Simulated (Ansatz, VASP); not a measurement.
# Cross-check of InP between VASP and Ansatz, part 2 of 2

Wanted: the spread between two codes on one cell, functional and k mesh.

VASP 6.6.1 and Ansatz 0.2.0.

So far: The structure; VASP: G0W0 gap, PBE.

The database entry behind the starting cell differs from later determinations by our own check (0.1 to 0.3 % short, probably kX units), so it need not match the best structure at ambient conditions.

### Step 3. Ansatz: G0W0 gap, PBE

Level of this step: Ansatz beside VASP: Kohn-Sham DFT, plane waves, PBE, G0W0 (Ansatz).

Ansatz runs on its default PAW (the set named soft_2) files.

The same cell, functional and mesh now go to Ansatz, which takes its cutoff from its data sets.

File input.yaml:

```yaml
crystal:
  lattice:
    - [0.0, 2.9305, 2.9305]
    - [2.9305, 0.0, 2.9305]
    - [2.9305, 2.9305, 0.0]
  atoms:
    - { symbol: In, position: [0.0, 0.0, 0.0] }
    - { symbol: P, position: [0.25, 0.25, 0.25] }
hamiltonian:
  xc: pbe
  pseudopotentials: { kind: paw }
kpoints:
  mp_grid: { grid: [6, 6, 6] }
scf:
  occupations: { method: fixed }
gw:
  n_empty_bands: 111
  ecut_chi: 100.0
  qp_bands: [v2, c2]
  qp_kpoints: band_edges
  screening: { model: contour_deformation }
```

The run is started by

```console
$ ansatz run input.yaml --threads 4 --pin off --max-ram 9216MiB --backend cpu --events-out ev --progress --plain --runs-dir out
```

Numbers of over 12 decimals in the logs are rounded to 6 here.

Log:

```text
Engine: ansatz 0.2.0, aarch64-unknown-linux-gnu
Pseudopotentials: kind: paw
Pseudopotential: In, paw, valence charge 13, recommended cutoff 420 eV (normal), In.paw.azcp
Pseudopotential: P, paw, valence charge 5, recommended cutoff 420 eV (normal), P.paw.azcp
Functional definition: PBE
  parameter kappa = 0.804
  parameter beta = 0.066725
  exchange = pbe_x(kappa = kappa, mu = beta*pi^2/3)
  correlation = pbe_c(beta = beta)
Crystal: 2 atoms, lattice volume = 50.333 Å³
Basis set: ecut = 420 eV, 941 PW (Γ)
Bands: 13, of which v1, the nominal top of the filled ones, is band 9 counted from 1 (8 counted from 0)
Symmetry: 24 space group operations
Space group: F-43m (ITA 216), of the structure as read, at distance tolerance 3.7e-5 Å
k-points: 16 of 216 (time reversal used)
Non-local potential: In, projectors of the file, l = 0: 2, l = 1: 2, l = 2: 2, l = 3: 2
Non-local potential: P, projectors of the file, l = 0: 2, l = 1: 2, l = 2: 2
PAW form: soft (Blöchl's): semilocal exchange-correlation on the pseudo side does not see the compensation charge
PAW one-centre angular grid: In, 590 points (default); XC on 64 Gauss nodes
PAW one-centre angular grid: P, 110 points (default); XC on 64 Gauss nodes
Initial density: superposition of atomic densities (neutral atoms: chi_scale 0, normalization atom), corrected by the library's trained network
Initial wavefunctions: pseudopotential atomic-orbital guess
Functional: x = pbe(κ = 0.804, μ = 0.219515), c = pbe(β = 0.066725)
SCF iter   1: F=—  HF=-6353.972389 eV  |F-HF|=—  |Δ(HF+E_count)|=         —  Δρ=1.77e-3  dr2=3.19e-3  ethr=1.77e-3  ⟨swp⟩=5.0  Hψ=1099  notcnv=0  defer=28
preconditioner: auto → none  [insulator: Δε(μ)=0.702 eV  Ē_g=14.748 eV  n_scr=14 (ndim 8)  ℏωp=22.2 eV  f_vac=0.021  ε∞_Penn≈3.3]
SCF iter   2: F=—  HF=-6353.970491 eV  |F-HF|=—  |Δ(HF+E_count)|=   1.90e-3  Δρ=1.14e-3  dr2=6.49e-4  ethr=1.77e-5  ⟨swp⟩=3.0  Hψ=550  notcnv=0  defer=28
SCF iter   3: F=—  HF=-6353.970301 eV  |F-HF|=—  |Δ(HF+E_count)|=   1.90e-4  Δρ=3.54e-4  dr2=6.07e-5  ethr=3.61e-6  ⟨swp⟩=2.0  Hψ=387  notcnv=0  defer=28
SCF iter   4: F=—  HF=-6353.970340 eV  |F-HF|=—  |Δ(HF+E_count)|=   3.83e-5  Δρ=1.39e-4  dr2=7.09e-6  ethr=3.37e-7  ⟨swp⟩=2.0  Hψ=381  notcnv=0  defer=25
SCF iter   5: F=—  HF=-6353.970339 eV  |F-HF|=—  |Δ(HF+E_count)|=   9.75e-7  Δρ=3.77e-5  dr2=9.73e-7  ethr=3.94e-8  ⟨swp⟩=2.0  Hψ=352  notcnv=0  defer=26
SCF iter   6: F=-6353.970339 eV  HF=-6353.970339 eV  |F-HF|=1.28e-8  |Δ(HF+E_count)|=   2.25e-7  Δρ=5.23e-6  dr2=2.57e-8  ethr=5.56e-10  ⟨swp⟩=5.6  Hψ=1188  notcnv=0
SCF 1 converged in 6 iterations: F = -6353.970339 eV  dr2 = 2.57e-8
  greatest PAW one-centre occupation: 0.981 electrons in one spin orbital (limit 2), on the In atom at site 0 (counted from 0), in its partial waves of l = 2
NSCF: frozen V_eff on 16 k-points
G₀W₀ screening: q 1/16
G₀W₀ screening: q 2/16 (q-point 6)
G₀W₀ screening: q 3/16 (q-point 7)
G₀W₀ screening: q 4/16 (q-point 8)
G₀W₀ screening: q 5/16 (q-point 11)
G₀W₀ screening: q 6/16 (q-point 14)
G₀W₀ screening: q 7/16 (q-point 15)
G₀W₀ screening: q 8/16 (q-point 9)
G₀W₀ screening: q 9/16 (q-point 12)
G₀W₀ screening: q 10/16 (q-point 16)
G₀W₀ screening: q 11/16 (q-point 2)
G₀W₀ screening: q 12/16 (q-point 3)
G₀W₀ screening: q 13/16 (q-point 5)
G₀W₀ screening: q 14/16 (q-point 10)
G₀W₀ screening: q 15/16 (q-point 4)
G₀W₀ screening: q 16/16 (q-point 13)
G₀W₀ self-energy: k 1/9
G₀W₀ self-energy: k 2/9
G₀W₀ self-energy: k 3/9
G₀W₀ self-energy: k 4/9
G₀W₀ self-energy: k 5/9
G₀W₀ self-energy: k 6/9
G₀W₀ self-energy: k 7/9
G₀W₀ self-energy: k 8/9
G₀W₀ self-energy: k 9/9
NSCF: frozen V_eff on 1 k-points
NSCF: frozen V_eff on 1 k-points
SCF converged after 6 iterations
Free energy (F): -6353.970339 eV
Harris-Foulkes:  -6353.970339 eV  (|F-HF|=1.28e-8)
Internal energy: -6353.970339 eV  (E = F + TS)
E sigma→0 (E₀):  -6353.970339 eV
Fermi energy:    7.002469 eV
--- Per-component energies (eV) ---
  E_band       = -52.048418
  E_kinetic    = 313.837988
  E_local      = -1398.313241  (includes V_loc(G=0)·N_el)
  E_nonlocal   = 401.502125
  E_hartree    = 551.667759
  E_xc         = -276.703648
  E_vxc        = -160.011122  (∫ρ·V_xc dr)
  E_paw        = -4725.253065  (= ΣΔE_a)
  E_vpaw       = -312.401074  (= ΣTr[D̂ρ^β])
  E_aug_tail   = 0.000030  (compensation charges beyond the density's cutoff)
  E_ewald      = -1220.708286
  E_smearing   = -0.000000  (= −TS)
  E_closure    = -0.000000  (closes the sum)
  Σ components = -6353.970339   (vs F -6353.970339, Δ=0.00e0)
--- Band table (eV; the first three rows and the last of 16) ---
  k-point 0: bands = [... 5 lower, -4.5151, 7.0025, 7.0025, 7.0025, 7.7159, 11.0876, 11.0876, 11.0876]
  k-point 1: bands = [... 5 lower, -4.2018, 4.8213, 6.6979, 6.6979, 8.8052, 11.4944, 11.5264, 11.5264]
  k-point 2: bands = [... 5 lower, -3.3932, 2.4383, 6.2256, 6.2256, 8.6586, 11.8657, 11.8657, 13.2732]
  k-point 15: bands = [... 5 lower, -2.0769, 1.3604, 4.1958, 4.2195, 10.2829, 10.6250, 13.7920, 14.0753]
--- G₀W₀: contour deformation, 7 samples at zero and on the imaginary axis and 2 off it, 216 q-points, 111 empty bands' worth ---
  eigenvalues of the whole cell's RPA ε∞ on this k-mesh (on a slab, of 1 + 4πα/V) = 19.7525, 19.7525, 19.7525; static W/v taken at q = 0 is 0.050626
  bands read: the sum over 120 bands ends inside a degenerate multiplet in 1 slot, whose members it reads at an even weight; the widest, k=0: bands 119 to 121 (counted from 1) at 2/3 each
  gw.qp_kpoints: band_edges: 9 of 16 stored k-points solved, in 1 pass; an edge of the gap read off the rows below is read off those points alone
    valence top: of the k-points left out ik 7 came nearest to being solved in a further pass, in band 9 (counted from 1, as in the quasiparticle table): it holds the edge there only if its correction is more favourable than any solved in that band by at least 1.013 eV; those differ by 0.137 eV
    conduction bottom: of the k-points left out ik 10 came nearest to being solved in a further pass, in band 10 (counted from 1, as in the quasiparticle table): it holds the edge there only if its correction is more favourable than any solved in that band by at least 1.284 eV; those differ by 0.319 eV
    ik  band        ε_KS         Σx   Σc(E_QP)       V_xc       Z   E_QP_lin       E_QP  E_QP is
     0     8      7.0025   -16.6877     1.2485   -15.0905  0.7379     6.6472     6.6538  root
     0     9      7.0025   -16.6877     1.2485   -15.0905  0.7379     6.6472     6.6538  root
     0    10      7.7159   -10.3199    -3.5726   -14.0756  0.7606     7.9003     7.8989  root
     0    11     11.0876    -7.1277    -4.2520   -11.5691  0.7496    11.2787    11.2769  root
     1     8      6.6979   -16.4272     1.3446   -14.7117  0.7368     6.3191     6.3270  root
     1     9      6.6979   -16.4272     1.3446   -14.7117  0.7368     6.3191     6.3270  root
     1    10      8.8052    -9.5993    -3.7068   -13.4867  0.7553     8.9872     8.9858  root
     1    11     11.4944    -7.6268    -4.3604   -12.1475  0.7392    11.6559    11.6546  root
     2     8      6.2256   -16.2007     1.5453   -14.2508  0.7337     5.8109     5.8210  root
     2     9      6.2256   -16.2007     1.5453   -14.2508  0.7337     5.8109     5.8210  root
     2    10      8.6586    -8.9361    -3.7847   -12.8911  0.7608     8.8302     8.8289  root
     2    11     11.8657    -6.9224    -4.4993   -11.6013  0.7377    12.0468    12.0453  root
     3     8      6.0304   -16.1338     1.6330   -14.0836  0.7321     5.6019     5.6131  root
     3     9      6.0304   -16.1338     1.6330   -14.0836  0.7321     5.6019     5.6131  root
     3    10      8.5028    -8.9876    -3.7452   -12.8948  0.7619     8.6659     8.6648  root
     3    11     11.8063    -6.7413    -4.4535   -11.3517  0.7392    11.9644    11.9632  root
     4     8      6.1880   -16.0186     1.5093   -14.1029  0.7338     5.7713     5.7816  root
     4     9      6.1880   -16.0186     1.5093   -14.1029  0.7338     5.7713     5.7816  root
     4    10      9.6581   -10.1959    -3.9062   -14.3381  0.7428     9.8968     9.8941  root
     4    11     10.1252    -6.7279    -3.9595   -10.7624  0.7618    10.2004    10.2002  root
     6     8      4.8379   -15.5092     1.9340   -13.1169  0.7200     4.3635     4.3796  root
     6     9      5.6127   -15.8710     1.7821   -13.6459  0.7283     5.1561     5.1697  root
     6    10      9.5937    -8.6750    -3.9487   -12.7964  0.7537     9.7678     9.7664  root
     6    11     11.3891    -6.8767    -4.4130   -11.4188  0.7393    11.5191    11.5183  root
[...]
9     8      5.1037   -15.6262     1.9900   -13.1672  0.7218     4.6180     4.6348  root
     9     9      5.1037   -15.6262     1.9900   -13.1672  0.7218     4.6180     4.6348  root
     9    10      9.0529    -6.8907    -3.7071   -10.6115  0.7678     9.0667     9.0667  root
     9    11      9.8555    -7.7745    -4.0628   -11.9595  0.7529     9.9784     9.9777  root
    12     8      4.6811   -15.5004     2.1796   -12.8350  0.7157     4.1762     4.1953  root
    12     9      4.6811   -15.5004     2.1796   -12.8350  0.7157     4.1762     4.1953  root
    12    10      8.7640    -6.5686    -3.6156   -10.1205  0.7704     8.7005     8.7003  root
    12    11      9.2700    -7.8642    -3.8742   -11.8490  0.7597     9.3811     9.3806  root
```

The job ended after 20 s (4 threads of Arm Neoverse V2, shared host; peak memory 0.46 GiB).

### Step 4. Comparison

Known differences besides the potentials themselves: the two programs' PAW sets differ in cores and partial waves; the cutoff is 420 eV in Ansatz and 300 eV in VASP; VASP leaves aspherical gradient terms in its spheres out (LASPH is not set), Ansatz keeps them; Ansatz integrates over frequency by contour deformation, VASP on a grid of NOMEGA points. Total energies have different zeros and are not compared.

The two programs side by side:

```csv
quantity,Ansatz,VASP,difference
G0W0 gap on the mesh (eV),1.25,1.24,+0.01
PBE gap under it (eV),0.71,0.70,+0.01
```

### Step 5. What came out

```
difference in G0W0 gap on the mesh (G0W0 gap, PBE) : 0.013 eV
```

**Reading.** The difference in G0W0 gap on the mesh is 0.013 eV (G0W0 gap, PBE), within the 0.15 eV picked in this series as the mark of a large difference. How closely two codes agree says nothing of how well the functional describes the real material.

[Lines on the potential files, build, host, timing and source positions are cut from VASP's logs without a mark.]

[Logs are printed without paths, hosts, clocks, repeated set-up lines and the standing remarks that a program may print on its own settings, such as how far it seeks lower states.]

[Hosts, paths, dates, database ids (printed as entryN), source tags and the programs' standing remarks are cut or masked in the printed files.]
